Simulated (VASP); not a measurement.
Wanted: the native input for a VASP 6.6.1 run.

```
Task                   : single point
Functional             : revPBE
Potentials or basis    : VASP PAW PBE potentials, release 64 (Tl_d)
Cutoff                 : 520 eV
k mesh                 : 16 × 16 × 16
Occupations            : fermi-dirac, width 0.1 eV
Spin                   : no spin polarisation
Dipole correction      : no
Further INCAR settings : ALGO = Fast; EDIFF = 1e-07; NBANDS = 12
```

The structure of Tl lies in POSCAR:

```
Tl
1.0
    3.3100374595      0.0000000000      0.0000000000
    0.0000000000      3.3100374595      0.0000000000
    0.0000000000      0.0000000000      3.3100374595
Tl
1
Direct
    0.0000000000      0.0000000000      0.0000000000
```

This isn't the form of Tl at room conditions, which is hcp.

These files were run (other wordings do the same):

INCAR

```
  PREC = Accurate
  ENCUT = 520
  EDIFF = 1E-7
  ISMEAR = -1
  SIGMA = 0.1
  LREAL = F
  LASPH = T
  NELM = 80
  ALGO = Fast
  ISIF = 2
  LWAVE = F
  LCHARG = F
  GGA = RE
  NBANDS = 12
```

KPOINTS

```
Automatic mesh
0
Gamma
  16 16 16
```

Potentials or basis: VASP PAW PBE potentials, release 64 (Tl_d).

The run is started by

```console
$ cat potpaw_PBE.64/Tl_d/POTCAR > POTCAR
$ mpirun -np 1 vasp_std > vasp.out
```

Results of the run:

| Item | Value |
| --- | --- |
| Pressure | 0.0 GPa |
| Band gap on the k mesh | none (metal or under the smearing width) |

Caveat: the PAW data sets were made with another functional, which shifts forces and pressure a little.

Run time: 25 s on 1 thread of AMD EPYC 9R45 96-Core Processor (Zen 5), with other jobs on the host, peak memory 0.17 GiB.
